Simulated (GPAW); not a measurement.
Set up this calculation in GPAW 26.7.0, as an ASE script.

| Quantity | Value |
| --- | --- |
| Task | relaxation of cell and atoms |
| Functional | rSCAN |
| Dispersion | D3(BJ) |
| Potentials or basis | GPAW PAW data sets (gpaw-data 1.2.1) |
| Cutoff | 600 eV |
| Basis | pw |
| k mesh | 6 × 6 × 3 |
| Occupations | fermi-dirac, width 0.05 eV |
| Spin | no spin polarisation |
| Maxiter | 150 |
| Optimizer | LBFGS |
| Fmax | 0.02 eV/Å |
| Max steps | 60 |

The structure of SnSe2 lies in SnSe2.cif:

```cif
data_SnSe2
_cell_length_a 3.81100000
_cell_length_b 3.81100000
_cell_length_c 6.13600000
_cell_angle_alpha 90.00000000
_cell_angle_beta 90.00000000
_cell_angle_gamma 120.00000000
_space_group_name_H-M_alt 'P-3m1'
_space_group_name_Hall '-P 3 2"'
_space_group_IT_number 164
loop_
_space_group_symop_operation_xyz
'x,y,z'
'-x,-y,-z'
'-y,x-y,z'
'y,-x+y,-z'
'-x+y,-x,z'
'x-y,x,-z'
'y,x,-z'
'-y,-x,z'
'x-y,-y,-z'
'-x+y,y,z'
'-x,-x+y,-z'
'x,x-y,z'
loop_
_atom_site_label
_atom_site_type_symbol
_atom_site_symmetry_multiplicity
_atom_site_Wyckoff_symbol
_atom_site_fract_x
_atom_site_fract_y
_atom_site_fract_z
_atom_site_occupancy
Sn1 Sn 1 a 0.0000000000 0.0000000000 0.0000000000 1
Se1 Se 2 d 0.6666666667 0.3333333333 0.7510000000 1
```

These files were run (other wordings do the same):

run.py

```python
from ase.calculators.mixing import SumCalculator
from ase.filters import FrechetCellFilter
from ase.io import read, write
from ase.optimize import LBFGS
from dftd3.ase import DFTD3
from gpaw import GPAW, PW

atoms = read('SnSe2.cif')

calc = GPAW(mode=PW(600),
            xc='MGGA_X_RSCAN+MGGA_C_RSCAN',
            kpts={'size': (6, 6, 3), 'gamma': True},
            occupations={'name': 'fermi-dirac', 'width': 0.05},
            nbands=24,
            convergence={'density': 1e-05, 'energy': 1e-05},
            maxiter=150,
            txt='gpaw.txt')
atoms.calc = SumCalculator([calc, DFTD3(method='rscan', damping='d3bj')])
opt = LBFGS(FrechetCellFilter(atoms), trajectory='relax.traj', logfile='-')
done = opt.run(fmax=0.02, steps=60)
calc.write('gs.gpw')
write('result.traj', atoms)
print('Converged:', done)
print('Cell:', atoms.cell.cellpar().round(4))
print('Volume:', round(atoms.get_volume(), 4))
print(atoms.get_scaled_positions().round(5))
```

Potentials or basis: GPAW PAW data sets (gpaw-data 1.2.1), pw.

Run with:

```console
$ OMP_NUM_THREADS=1 python run.py
```

Results of the run:

- Relaxed volume: 26.10 Å³/atom
- Relaxed cell: a = 3.822 Å, b = 3.822 Å, c = 6.191 Å, α = 90.00°, β = 90.00°, γ = 120.00°
- Space group after relaxing (to 0.05 Å): P-3m1 (No. 164)
- Energy gained by relaxing: 6.8 meV/atom
- Ionic steps: 6
- Pressure after relaxing: -0.1 GPa
- Largest force after relaxing: 0.011 eV/Å
- Band gap on the k mesh: 1.03 eV, indirect (least direct gap 1.50 eV)
- Dispersion energy per atom: -0.205 eV

Caveat: later steps reuse the first step's grids; the PAW data sets were made with another functional, which shifts forces and pressure a little; spin-orbit coupling is left out, which moves the levels of the heavy elements; an odd mesh through Γ misses points on the zone boundary, where band edges often lie.

Run time: 7.6 min on 1 thread of Arm Neoverse V2 (shared host), peak memory 0.88 GiB.
